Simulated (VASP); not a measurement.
Wanted: the native input for a VASP 6.6.1 run.

- Task: band structure
- Functional: TB-mBJ
- Potentials or basis: VASP PAW PBE potentials, release 64 (Ga_d, P)
- Cutoff: 520 eV
- k mesh: 6 × 6 × 6
- Occupations: gaussian, width 0.02 eV
- Spin: spin-orbit coupling, no magnetisation
- Ladder: free
- Further INCAR settings: ALGO = Normal; EDIFF = 1e-06

The system is GaP.

```xyz
2
Lattice="0.0000 2.7252 2.7252 2.7252 0.0000 2.7252 2.7252 2.7252 0.0000" Properties=species:S:1:pos:R:3 pbc="T T T"
Ga    0.0000    0.0000    0.0000
P     4.0879    4.0879    4.0879
```

One way to write it, as run:

POSCAR

```
GaP
1.0
    0.0000000000      2.7252500000      2.7252500000
    2.7252500000      0.0000000000      2.7252500000
    2.7252500000      2.7252500000      0.0000000000
Ga P
1 1
Direct
    0.0000000000      0.0000000000      0.0000000000
    0.7500000000      0.7500000000      0.7500000000
```

INCAR.step1

```
SYSTEM = GaP
  PREC = Accurate
  ENCUT = 520
  EDIFF = 1E-5
  ISMEAR = 0
  SIGMA = 0.02
  LREAL = .False.
  LASPH = .True.
  NELM = 60
  ALGO = Normal
  ISIF = 2
  LWAVE = .True.
  LCHARG = .False.
  MAGMOM = 0 0 0 0 0 0
  LORBIT = 11
  LSORBIT = .True.
  GGA_COMPAT = .False.
  GGA = PE
  KPAR = 2
```

INCAR.step2

```
SYSTEM = GaP
  PREC = Accurate
  ENCUT = 520
  EDIFF = 1E-6
  ISMEAR = 0
  SIGMA = 0.02
  LREAL = .False.
  LASPH = .True.
  NELM = 60
  ALGO = Normal
  ISIF = 2
  LWAVE = .False.
  LCHARG = .False.
  MAGMOM = 0 0 0 0 0 0
  LORBIT = 11
  LSORBIT = .True.
  GGA_COMPAT = .False.
  METAGGA = MBJ
  ISTART = 1
  KPAR = 2
```

KPOINTS

```
regular mesh
0
Gamma
  6 6 6
  0 0 0
```

KPOINTS_OPT

```
path GXWKGLUWLK,UX
10
line-mode
reciprocal
 0.0000000000  0.0000000000  0.0000000000  G
 0.5000000000  0.0000000000  0.5000000000  X

 0.5000000000  0.0000000000  0.5000000000  X
 0.5000000000  0.2500000000  0.7500000000  W

 0.5000000000  0.2500000000  0.7500000000  W
 0.3750000000  0.3750000000  0.7500000000  K

 0.3750000000  0.3750000000  0.7500000000  K
 0.0000000000  0.0000000000  0.0000000000  G

 0.0000000000  0.0000000000  0.0000000000  G
 0.5000000000  0.5000000000  0.5000000000  L

 0.5000000000  0.5000000000  0.5000000000  L
 0.6250000000  0.2500000000  0.6250000000  U

 0.6250000000  0.2500000000  0.6250000000  U
 0.5000000000  0.2500000000  0.7500000000  W

 0.5000000000  0.2500000000  0.7500000000  W
 0.5000000000  0.5000000000  0.5000000000  L

 0.5000000000  0.5000000000  0.5000000000  L
 0.3750000000  0.3750000000  0.7500000000  K

 0.6250000000  0.2500000000  0.6250000000  U
 0.5000000000  0.0000000000  0.5000000000  X
```

Potentials or basis: VASP PAW PBE potentials, release 64 (Ga_d, P).

Launch:

```sh
$ cat potpaw_PBE.64/Ga_d/POTCAR potpaw_PBE.64/P/POTCAR > POTCAR
$ cp INCAR.step1 INCAR
$ mpirun -np 2 vasp_ncl > vasp.out
$ cp INCAR.step2 INCAR
$ mpirun -np 2 vasp_ncl > vasp.out
```

It gave:

```json
{
  "Valence electrons inside the program's atomic spheres": "Ga 11.47; P 2.58"
}
```

It took 2.3 min on 2 MPI ranks on Intel(R) Xeon(R) 6975P-C (Granite Rapids), with other jobs on the host, peak memory 0.32 GiB a rank.
